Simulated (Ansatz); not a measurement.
# Cu/HfO2/Cu: predicting the conductance of a thicker barrier

How it was computed: Ansatz 0.2.0, plane waves with PAW datasets, PBE. Interfaces are relaxed in a short slab (with D3(BJ) where the barrier is layered), set between ideal electrode layers that go on as semi-infinite leads, and the zero-bias conductance G at 300 K comes from T(E) on a typed mesh. The error is the largest of the program's estimates from energy step, mesh, the leads' potential steps and neutrality; its separate bound for narrow resonances between the energies solved isn't counted and can be far larger. The lower electrode is Cu (fcc 001 sqrt2 x sqrt2), the upper Cu (fcc 001 sqrt2 x sqrt2) and the barrier HfO2 (fluorite 001), on a net of side 3.63 Å; d is the distance between the electrodes' last planes.

Runs in hand:

| planes in the barrier | d (Å) | G (S/m²) | error (%) | lead step (meV) |
| --- | --- | --- | --- | --- |
| 4 | 7.85 | 8.90e12 | 2 | 21 |
| 6 | 10.44 | 7.86e11 | 3 | 21 |
| 8 | 13.03 | 1.03e11 | 3 | 21 |
| 14 | 20.80 | 1.27e8 | 4 | 21 |

Task: A further run has 16 planes, d = 23.39 Å. Fit G ∝ exp(−βd) to the rows shown and predict its conductance.

**Worked fit.** Take y = ln G: 29.82, 27.39, 25.36 and 18.66. The means are d = 13.03 Å and y = 25.31; Σ(Δd Δy) = −80.40 and Σ(Δd)² = 93.91, so the slope is −0.856 Å⁻¹ (β = 0.856 Å⁻¹). At d = 23.39 Å, y = 25.31 − 0.856 × 10.36 = 16.44, or G = 1.38e7 S/m².

What the calculation gave: The run gave 1.66e7 S/m², with an error estimate of 9 % and a lead step of 20 meV. The prediction is 0.828 times that, too low by 17 %.

**Limits.** The interfaces are ideal, one cell wide, strained to a common net and relaxed from one registry with their symmetry kept. PBE's gaps are too small, so true decay constants are likely larger where the Fermi level lies deep in a gap. No spin-orbit coupling, phonons, disorder or image charges enter. The rows shown are chosen by tests on error estimates (under 100 to 120 %), lead steps (under 150 meV, though the program warns over 25), intact interfaces and, for fits, a steady trend in the rows shown; the data set holds 414 series of this kind, and not all pass.
